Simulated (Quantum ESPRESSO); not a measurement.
# TiB2 (P6/mmm) in Quantum ESPRESSO: equation of state

How stiff is TiB2 in PBEsol, and what volume does it want? The cell is scaled to several volumes.

Program: Quantum ESPRESSO 7.5. These are calculated values, not measurements. Logs are shortened: lines on timing, memory, paths and dates and some standing lists are left out, and cuts for length are marked.

## 1. The structure

It takes space group P6/mmm (No. 191, hexagonal). The conventional cell has a = 3.029 Å, b = 3.029 Å, c = 3.228 Å, α = 90.00°, β = 90.00°, γ = 120.00°. Ti (site symmetry 6/mmm) is surrounded by 12 B at 2.38 Å. B (site symmetry -6m2) has 3 B at 1.75 Å as nearest neighbours.

## 2. Single point, PBEsol, 8.04 Å³/atom

File pw.in:

```
&CONTROL
  calculation = 'scf'
  prefix = 'pwscf'
  outdir = './tmp'
  pseudo_dir = './pseudo'
  tstress = .true.
  disk_io = 'nowf'
/
&SYSTEM
  ibrav = 0
  nat = 3
  ntyp = 2
  ecutwfc = 45
  ecutrho = 360
  nbnd = 15
  occupations = 'smearing'
  smearing = 'fd'
  degauss = 0.00367493
/
&ELECTRONS
  conv_thr = 6d-10
  electron_maxstep = 120
  mixing_beta = 0.5
/
ATOMIC_SPECIES
Ti    47.8670 ti_pbesol_v1.4.uspp.F.UPF
B     10.8100 b_pbesol_v1.4.uspp.F.UPF
CELL_PARAMETERS angstrom
   2.9673622405    0.0000000000    0.0000000000
  -1.4836811203    2.5698110825    0.0000000000
   0.0000000000    0.0000000000    3.1624957934
ATOMIC_POSITIONS crystal
Ti     0.0000000000    0.0000000000    0.0000000000
B      0.6666666667    0.3333333333    0.5000000000
B      0.3333333333    0.6666666667    0.5000000000
K_POINTS automatic
10 10 8 0 0 0
```

Potentials or basis: GBRV 1.5 PBEsol.

The run is started by

```console
> OMP_NUM_THREADS=1 mpirun -n 2 pw.x -nk 2 -in pw.in > pw.out
```

pw.out:

```text
This program is part of the open-source Quantum ESPRESSO suite
     for quantum simulation of materials; please cite
[... 13 lines left out ...]
     --------------------
     sticks:   dense  smooth     PW     G-vecs:    dense   smooth      PW
     Sum         769     379    121                18757     6607    1203

     Using Slab Decomposition

     bravais-lattice index     =            0
     lattice parameter (alat)  =       5.6075  a.u.
     unit-cell volume          =     162.7415 (a.u.)^3
     number of atoms/cell      =            3
     number of atomic types    =            2
     number of electrons       =        18.00
     number of Kohn-Sham states=           15
     kinetic-energy cutoff     =      45.0000  Ry
     charge density cutoff     =     360.0000  Ry
     scf convergence threshold =      6.0E-10
     mixing beta               =       0.5000
     number of iterations used =            8  plain     mixing
     Exchange-correlation= SLA  PW   PSX  PSC
                           (   1   4  10   8   0   0   0)

     celldm(1)=   5.607502  celldm(2)=   0.000000  celldm(3)=   0.000000
     celldm(4)=   0.000000  celldm(5)=   0.000000  celldm(6)=   0.000000

     crystal axes: (cart. coord. in units of alat)
               a(1) = (   1.000000   0.000000   0.000000 )
               a(2) = (  -0.500000   0.866025   0.000000 )
               a(3) = (   0.000000   0.000000   1.065760 )

     reciprocal axes: (cart. coord. in units 2 pi/alat)
               b(1) = (  1.000000  0.577350 -0.000000 )
               b(2) = (  0.000000  1.154701  0.000000 )
               b(3) = (  0.000000 -0.000000  0.938298 )

     PseudoPot. # 1 for Ti read from file:
     ti_pbesol_v1.4.uspp.F.UPF
     Pseudo is Ultrasoft + core correction, Zval = 12.0
     Generated by new atomic code, or converted to UPF format
     Using radial grid of  851 points,  6 beta functions with:
                l(1) =   0
                l(2) =   0
                l(3) =   1
                l(4) =   1
                l(5) =   2
                l(6) =   2
     Q(r) pseudized with  6 coefficients,  rinner =    1.000   1.000   1.000
                                                       1.000   1.000

     PseudoPot. # 2 for B  read from file:
     b_pbesol_v1.4.uspp.F.UPF
     Pseudo is Ultrasoft + core correction, Zval =  3.0
     Generated by new atomic code, or converted to UPF format
     Using radial grid of  781 points,  4 beta functions with:
                l(1) =   0
                l(2) =   0
                l(3) =   1
                l(4) =   1
     Q(r) pseudized with  8 coefficients,  rinner =    1.100   1.100   1.100

     atomic species   valence    mass     pseudopotential
     Ti               12.00    47.86700     Ti( 1.00)
     B                 3.00    10.81000     B ( 1.00)

     24 Sym. Ops., with inversion, found

   Cartesian axes

     site n.     atom                  positions (alat units)
         1        Ti     tau(   1) = (   0.0000000   0.0000000   0.0000000  )
         2        B      tau(   2) = (   0.5000000   0.2886751   0.5328800  )
         3        B      tau(   3) = (  -0.0000000   0.5773503   0.5328800  )

     number of k points=    70  Fermi-Dirac smearing, width (Ry)=  0.0037
                       cart. coord. in units 2pi/alat
        k(    1) = (   0.0000000   0.0000000   0.0000000), wk =   0.0025000
        k(    2) = (   0.0000000   0.0000000   0.1172872), wk =   0.0050000
        k(    3) = (   0.0000000   0.0000000   0.2345744), wk =   0.0050000
        k(    4) = (   0.0000000   0.0000000   0.3518616), wk =   0.0050000
        k(    5) = (   0.0000000   0.0000000  -0.4691488), wk =   0.0025000
        k(    6) = (   0.0000000   0.1154701   0.0000000), wk =   0.0150000
[... 62 lines left out ...]
        k(   69) = (   0.3000000   0.5196152   0.3518616), wk =   0.0300000
        k(   70) = (   0.3000000   0.5196152  -0.4691488), wk =   0.0150000

     Dense  grid:    18757 G-vectors     FFT dimensions: (  36,  36,  40)

     Smooth grid:     6607 G-vectors     FFT dimensions: (  24,  24,  25)

     Check: negative core charge=   -0.000011

     Initial potential from superposition of free atoms

     starting charge      16.9994, renormalised to      18.0000

     negative rho (up, down):  6.684E-04 0.000E+00
     Starting wfcs are   18 randomized atomic wfcs

     Self-consistent Calculation

     iteration #  1     ecut=    45.00 Ry     beta= 0.50
     Davidson diagonalization with overlap
     ethr =  1.00E-02,  avg # of iterations =  2.8

     negative rho (up, down):  9.331E-04 0.000E+00

     total energy              =    -131.82096480 Ry
     estimated scf accuracy    <       0.73606944 Ry

     iteration #  2     ecut=    45.00 Ry     beta= 0.50
     Davidson diagonalization with overlap
     ethr =  4.09E-03,  avg # of iterations =  2.6

     negative rho (up, down):  5.940E-04 0.000E+00

     total energy              =    -131.98165295 Ry
     estimated scf accuracy    <       0.54994808 Ry

     iteration #  3     ecut=    45.00 Ry     beta= 0.50
     Davidson diagonalization with overlap
     ethr =  3.06E-03,  avg # of iterations =  1.4

     negative rho (up, down):  5.591E-04 0.000E+00

     total energy              =    -132.10088954 Ry
     estimated scf accuracy    <       0.01436816 Ry

     iteration #  4     ecut=    45.00 Ry     beta= 0.50
     Davidson diagonalization with overlap
     ethr =  7.98E-05,  avg # of iterations =  2.8

     negative rho (up, down):  5.437E-04 0.000E+00

     total energy              =    -132.10504939 Ry
     estimated scf accuracy    <       0.00101388 Ry

     iteration #  5     ecut=    45.00 Ry     beta= 0.50
     Davidson diagonalization with overlap
     ethr =  5.63E-06,  avg # of iterations =  3.6

     negative rho (up, down):  5.353E-04 0.000E+00

     total energy              =    -132.10523974 Ry
     estimated scf accuracy    <       0.00000795 Ry

     iteration #  6     ecut=    45.00 Ry     beta= 0.50
     Davidson diagonalization with overlap
     ethr =  4.42E-08,  avg # of iterations =  3.4

     negative rho (up, down):  5.346E-04 0.000E+00

     total energy              =    -132.10524367 Ry
     estimated scf accuracy    <       0.00000013 Ry

[... 40 lines left out ...]

          k = 0.0000 0.0000 0.3519 (   817 PWs)   bands (ev):

   -40.4051 -17.1247 -16.5248 -16.5248   3.9595   8.9248  14.8566  14.8566
    16.1375  16.1375  17.4576  17.4576  17.5072  23.0189  26.2920

          k = 0.0000 0.0000-0.4691 (   804 PWs)   bands (ev):

   -40.4022 -17.1624 -16.5217 -16.5217   4.4275   8.2308  15.5737  15.5737
    15.9119  15.9119  16.5681  16.5681  17.9124  22.9350  26.9087

          k = 0.0000 0.1155 0.0000 (   821 PWs)   bands (ev):

   -40.4155 -16.8910 -16.5940 -16.5544   2.4933  12.8246  13.3433  13.6033
    13.9018  18.1318  18.5500  19.3412  19.4815  22.8992  23.3179

          k = 0.0000 0.1155 0.1173 (   823 PWs)   bands (ev):

   -40.4126 -16.9299 -16.5905 -16.5511   2.7117  12.1948  12.9590  13.4659
    15.0419  17.5463  17.9155  19.4943  19.5902  23.2790  23.7483

          k = 0.0000 0.1155 0.2346 (   815 PWs)   bands (ev):

   -40.4054 -17.0224 -16.5821 -16.5434   3.3096  10.5624  13.3245  13.7800
    15.8912  16.7827  17.3350  18.9032  19.0890  23.6376  24.4886

          k = 0.0000 0.1155 0.3519 (   817 PWs)   bands (ev):

   -40.3983 -17.1134 -16.5738 -16.5356   4.0832   9.1435  13.7681  14.0941
    16.0388  16.5252  17.5002  18.0173  18.1248  23.4392  25.8195
[... 51 lines left out ...]
          k = 0.0000 0.3464-0.4691 (   822 PWs)   bands (ev):

   -40.3548 -17.0809 -16.8491 -16.5941   5.2059  10.3197  10.4455  11.9983
    14.1245  18.1560  18.5007  19.4043  20.2167  23.7849  23.9330

          k = 0.0000 0.4619 0.0000 (   834 PWs)   bands (ev):

   -40.3559 -17.0117 -16.8176 -16.6502   5.1996   8.2244  12.7403  12.8413
    13.7769  17.6309  19.0152  19.1854  19.8009  23.9204  24.0627

          k = 0.0000 0.4619 0.1173 (   830 PWs)   bands (ev):

   -40.3531 -17.0058 -16.8520 -16.6460   5.3155   8.2290  12.5695  12.6698
    13.7805  17.9793  18.5253  19.1541  20.3157  22.8989  24.7460

          k = 0.0000 0.4619 0.2346 (   822 PWs)   bands (ev):

   -40.3463 -16.9916 -16.9342 -16.6359   5.5573   8.3547  12.0291  12.4080
    13.6619  18.0379  18.5595  19.6895  20.9136  21.9593  24.6985

          k = 0.0000 0.4619 0.3519 (   823 PWs)   bands (ev):

   -40.3395 -17.0164 -16.9762 -16.6257   5.7208   8.7505  11.5879  11.8481
    13.4491  18.3312  18.8694  20.5074  20.8005  21.9487  23.8732

          k = 0.0000 0.4619-0.4691 (   828 PWs)   bands (ev):

   -40.3366 -17.0495 -16.9704 -16.6215   5.7611   9.0726  11.4246  11.4337
    13.3711  18.7483  18.9633  20.3600  20.9124  22.7258  22.8806

          k = 0.0000-0.5774 0.0000 (   832 PWs)   bands (ev):

   -40.3489 -17.0595 -16.8088 -16.6614   6.4395   6.8255  12.6817  12.7621
    13.6468  17.5755  19.1271  19.6622  19.6634  23.8915  24.1985

          k = 0.0000-0.5774 0.1173 (   838 PWs)   bands (ev):

   -40.3461 -17.0532 -16.8429 -16.6571   6.6603   6.7126  12.4585  12.7297
    13.6031  18.0895  18.6334  19.1555  20.5624  22.6566  25.0733

          k = 0.0000-0.5774 0.2346 (   828 PWs)   bands (ev):

   -40.3393 -17.0379 -16.9242 -16.6467   6.4520   7.2605  11.8717  12.8364
    13.2565  18.1187  19.2252  19.2680  21.1373  21.7560  24.5589

          k = 0.0000-0.5774 0.3519 (   818 PWs)   bands (ev):

   -40.3325 -17.0226 -17.0045 -16.6363   6.2061   8.0259  11.4034  12.5090
    12.9320  18.4500  19.2967  20.5228  21.2523  21.5272  23.3529

          k = 0.0000-0.5774-0.4691 (   832 PWs)   bands (ev):

   -40.3297 -17.0374 -17.0163 -16.6320   6.1080   8.4442  11.2317  12.0506
    12.9689  18.8467  19.3269  21.0909  21.1277  21.8961  22.3906

          k = 0.1000 0.1732 0.0000 (   826 PWs)   bands (ev):

   -40.4029 -16.8754 -16.6816 -16.5788   2.8882  12.0073  13.0176  13.3490
    14.2052  17.9336  18.6395  19.0310  19.2010  23.8474  24.7004

          k = 0.1000 0.1732 0.1173 (   825 PWs)   bands (ev):

   -40.3999 -16.9134 -16.6775 -16.5753   3.0910  12.1019  12.2911  13.0496
    15.0245  17.0696  18.4145  19.2009  19.7175  24.0098  24.0759

          k = 0.1000 0.1732 0.2346 (   829 PWs)   bands (ev):

   -40.3929 -17.0039 -16.6677 -16.5670   3.6391  10.8257  12.3462  13.1064
    15.9761  16.1227  17.9437  19.1067  19.7466  23.9186  24.5894

          k = 0.1000 0.1732 0.3519 (   823 PWs)   bands (ev):

   -40.3858 -17.0928 -16.6581 -16.5586   4.3246   9.5609  12.6135  13.1281
    15.5503  16.7762  17.9026  18.4942  19.1440  23.8948  25.4274

          k = 0.1000 0.1732-0.4691 (   828 PWs)   bands (ev):

   -40.3828 -17.1292 -16.6541 -16.5551   4.6858   9.0050  12.7298  13.1251
    15.3799  17.1534  18.1480  18.1775  18.5714  23.8814  25.8193

          k = 0.1000 0.2887 0.0000 (   825 PWs)   bands (ev):

   -40.3823 -16.8501 -16.8181 -16.6211   3.6440  10.6892  12.4345  13.0639
    14.6407  17.5318  18.0239  19.0457  20.1363  23.7444  24.4132

          k = 0.1000 0.2887 0.1173 (   832 PWs)   bands (ev):

   -40.3794 -16.8870 -16.8126 -16.6173   3.8164  10.7221  12.2631  12.5744
    15.0606  16.7050  18.6779  19.0953  20.2163  23.3617  24.7629

          k = 0.1000 0.2887 0.2346 (   830 PWs)   bands (ev):

   -40.3725 -16.9739 -16.8009 -16.6080   4.2670  10.7294  11.4211  12.3438
    15.0854  16.6566  18.3934  19.5478  20.3704  23.2085  24.9375

          k = 0.1000 0.2887 0.3519 (   825 PWs)   bands (ev):
[... 129 lines left out ...]
          k = 0.2000 0.5774-0.4691 (   836 PWs)   bands (ev):

   -40.3240 -17.0278 -16.9560 -16.7419   6.5430   8.0957  10.5303  12.5559
    12.8555  18.8660  19.9936  20.6649  21.0238  22.0124  24.5224

          k = 0.3000 0.5196 0.0000 (   838 PWs)   bands (ev):

   -40.3410 -16.9460 -16.8470 -16.7992   6.9620   8.1079   8.8908  13.6395
    14.7072  17.3015  17.3770  18.7454  23.3891  23.4819  26.2119

          k = 0.3000 0.5196 0.1173 (   833 PWs)   bands (ev):

   -40.3382 -16.9402 -16.8417 -16.8326   6.9758   8.0729   9.0278  13.4376
    14.2408  17.6655  18.0303  18.8416  22.9732  23.0888  26.8215

          k = 0.3000 0.5196 0.2346 (   837 PWs)   bands (ev):

   -40.3314 -16.9264 -16.9124 -16.8288   6.9495   7.9821   9.4562  13.0675
    13.5388  18.3727  19.1686  19.2126  22.1553  22.4768  25.9759

          k = 0.3000 0.5196 0.3519 (   840 PWs)   bands (ev):

   -40.3247 -16.9917 -16.9120 -16.8159   6.8653   7.8825  10.0205  12.7765
    13.0773  18.7762  19.8534  20.2258  21.4588  21.9270  24.3637

          k = 0.3000 0.5196-0.4691 (   840 PWs)   bands (ev):

   -40.3219 -17.0241 -16.9062 -16.8106   6.8195   7.8388  10.3005  12.6604
    12.9247  18.8651  20.4362  20.6685  20.9829  21.6675  23.7505

     the Fermi energy is    16.0303 ev

!    total energy              =    -132.10524373 Ry
     estimated scf accuracy    <          1.3E-10 Ry
     smearing contrib. (-TS)   =      -0.00045117 Ry
     internal energy E=F+TS    =    -132.10479256 Ry

     The total energy is F=E-TS. E is the sum of the following terms:
     one-electron contribution =     -26.61958577 Ry
     hartree contribution      =      23.42661476 Ry
     xc contribution           =     -24.15579148 Ry
     ewald contribution        =    -104.75603007 Ry

     convergence has been achieved in   9 iterations

     Computing stress (Cartesian axis) and pressure

     negative rho (up, down):  5.345E-04 0.000E+00
          total   stress  (Ry/bohr**3)                   (kbar)     P=      123.82
   0.00097832   0.00000000   0.00000000          143.92        0.00        0.00
   0.00000000   0.00097832   0.00000000            0.00      143.92        0.00
   0.00000000   0.00000000   0.00056857            0.00        0.00       83.64

=------------------------------------------------------------------------------=
   JOB DONE.
=------------------------------------------------------------------------------=
```

Run time: 5 s. Hardware: 2 MPI ranks of Intel Xeon 6975P-C (Granite Rapids), shared host; peak memory 0.18 GiB.

What came out:

```yaml
Free_energy: -1797.3834 eV
Pressure: 12.4 GPa
Band_gap_on_the_k_mesh: none (metal or under the smearing width)
```

## 3. Single point, PBEsol, 8.21 Å³/atom

Edit pw.in of step 2 so:

```diff
@@ -28,5 +28,5 @@
 CELL_PARAMETERS angstrom
-   2.9673622405    0.0000000000    0.0000000000
-  -1.4836811203    2.5698110825    0.0000000000
-   0.0000000000    0.0000000000    3.1624957934
+   2.9882598462    0.0000000000    0.0000000000
+  -1.4941299231    2.5879089399    0.0000000000
+   0.0000000000    0.0000000000    3.1847676243
 ATOMIC_POSITIONS crystal
```

Potentials or basis: GBRV 1.5 PBEsol.

The run is started by

```console
> OMP_NUM_THREADS=1 mpirun -n 2 pw.x -nk 2 -in pw.in > pw.out
```

Wall time 4.7 s (2 MPI ranks of Intel Xeon 6975P-C (Granite Rapids), shared host); peak memory 0.18 GiB.

Results (log left out):

```
Free energy            : -1797.4129 eV
Pressure               : 6.1 GPa
Band gap on the k mesh : none (metal or under the smearing width)
```

## 4. Single point, PBEsol, 8.38 Å³/atom

Edit pw.in of step 3 so:

```diff
@@ -28,5 +28,5 @@
 CELL_PARAMETERS angstrom
-   2.9882598462    0.0000000000    0.0000000000
-  -1.4941299231    2.5879089399    0.0000000000
-   0.0000000000    0.0000000000    3.1847676243
+   3.0088691861    0.0000000000    0.0000000000
+  -1.5044345930    2.6057571518    0.0000000000
+   0.0000000000    0.0000000000    3.2067322330
 ATOMIC_POSITIONS crystal
```

The run is started by

```console
> OMP_NUM_THREADS=1 mpirun -n 2 pw.x -nk 2 -in pw.in > pw.out
```

Run time: 4.9 s. Hardware: 2 MPI ranks of Intel Xeon 6975P-C (Granite Rapids), shared host; peak memory 0.18 GiB.

It converged, with:

| Property | Result |
| --- | --- |
| Free energy | -1797.4231 eV |
| Pressure | 0.3 GPa |
| Band gap on the k mesh | none (metal or under the smearing width) |

## 5. Single point, PBEsol, 8.55 Å³/atom

Edit pw.in of step 4 so:

```diff
@@ -28,5 +28,5 @@
 CELL_PARAMETERS angstrom
-   3.0088691861    0.0000000000    0.0000000000
-  -1.5044345930    2.6057571518    0.0000000000
-   0.0000000000    0.0000000000    3.2067322330
+   3.0292000000    0.0000000000    0.0000000000
+  -1.5146000000    2.6233641531    0.0000000000
+   0.0000000000    0.0000000000    3.2284000000
 ATOMIC_POSITIONS crystal
```

The run is started by

```console
> OMP_NUM_THREADS=1 mpirun -n 2 pw.x -nk 2 -in pw.in > pw.out
```

Run time: 5.5 s. Hardware: 2 MPI ranks of Intel Xeon 6975P-C (Granite Rapids), shared host; peak memory 0.18 GiB.

It converged, with:

```yaml
Free_energy: -1797.4158 eV
Pressure: -4.9 GPa
Band_gap_on_the_k_mesh: none (metal or under the smearing width)
```

## 6. Single point, PBEsol, 8.72 Å³/atom

Edit pw.in of step 5 so:

```diff
@@ -28,5 +28,5 @@
 CELL_PARAMETERS angstrom
-   3.0292000000    0.0000000000    0.0000000000
-  -1.5146000000    2.6233641531    0.0000000000
-   0.0000000000    0.0000000000    3.2284000000
+   3.0492615118    0.0000000000    0.0000000000
+  -1.5246307559    2.6407379320    0.0000000000
+   0.0000000000    0.0000000000    3.2497807555
 ATOMIC_POSITIONS crystal
```

Potentials or basis: GBRV 1.5 PBEsol.

The run is started by

```console
> OMP_NUM_THREADS=1 mpirun -n 2 pw.x -nk 2 -in pw.in > pw.out
```

It took 4.8 s on 2 MPI ranks of Intel Xeon 6975P-C (Granite Rapids), shared host; peak memory 0.18 GiB.

Results (log left out):

| Item | Value |
| --- | --- |
| Free energy | -1797.3926 eV |
| Pressure | -9.6 GPa |
| Band gap on the k mesh | none (metal or under the smearing width) |

## 7. Single point, PBEsol, 8.89 Å³/atom

Edit pw.in of step 6 so:

```diff
@@ -28,5 +28,5 @@
 CELL_PARAMETERS angstrom
-   3.0492615118    0.0000000000    0.0000000000
-  -1.5246307559    2.6407379320    0.0000000000
-   0.0000000000    0.0000000000    3.2497807555
+   3.0690624661    0.0000000000    0.0000000000
+  -1.5345312330    2.6578860614    0.0000000000
+   0.0000000000    0.0000000000    3.2708838193
 ATOMIC_POSITIONS crystal
```

The run is started by

```console
> OMP_NUM_THREADS=1 mpirun -n 2 pw.x -nk 2 -in pw.in > pw.out
```

Run time: 4.7 s. Hardware: 2 MPI ranks of Intel Xeon 6975P-C (Granite Rapids), shared host; peak memory 0.18 GiB.

It converged, with:

| Quantity | Value |
| --- | --- |
| Free energy | -1797.3551 eV |
| Pressure | -13.9 GPa |
| Band gap on the k mesh | none (metal or under the smearing width) |

## 8. Single point, PBEsol, 9.06 Å³/atom

Edit pw.in of step 7 so:

```diff
@@ -28,5 +28,5 @@
 CELL_PARAMETERS angstrom
-   3.0690624661    0.0000000000    0.0000000000
-  -1.5345312330    2.6578860614    0.0000000000
-   0.0000000000    0.0000000000    3.2708838193
+   3.0886111617    0.0000000000    0.0000000000
+  -1.5443055808    2.6748157284    0.0000000000
+   0.0000000000    0.0000000000    3.2917180359
 ATOMIC_POSITIONS crystal
```

The run is started by

```console
> OMP_NUM_THREADS=1 mpirun -n 2 pw.x -nk 2 -in pw.in > pw.out
```

It took 5.6 s on 2 MPI ranks of Intel Xeon 6975P-C (Granite Rapids), shared host; peak memory 0.18 GiB.

It converged, with:

| Quantity | Value |
| --- | --- |
| Free energy | -1797.3045 eV |
| Pressure | -17.7 GPa |
| Band gap on the k mesh | none (metal or under the smearing width) |

## 9. Equation of state, PBEsol

Potentials or basis: GBRV 1.5 PBEsol.

No new run: the results of the series are fitted here.

What came out:

- Equilibrium volume: 8.39 Å³/atom
- Bulk modulus at fixed shape and positions: 266 GPa
- Pressure derivative of the bulk modulus: 3.8

Energy against volume, from the lowest point:
```tsv
volume (Å³/atom)	energy (meV/atom)
8.039	13.23
8.210	3.40
8.381	0.00
8.552	2.43
8.723	10.16
8.894	22.67
9.065	39.53
```

Caveat: the cell was scaled at fixed shape and fractional positions, which overstates the stiffness of a crystal with free parameters, most of all of layers and chains.
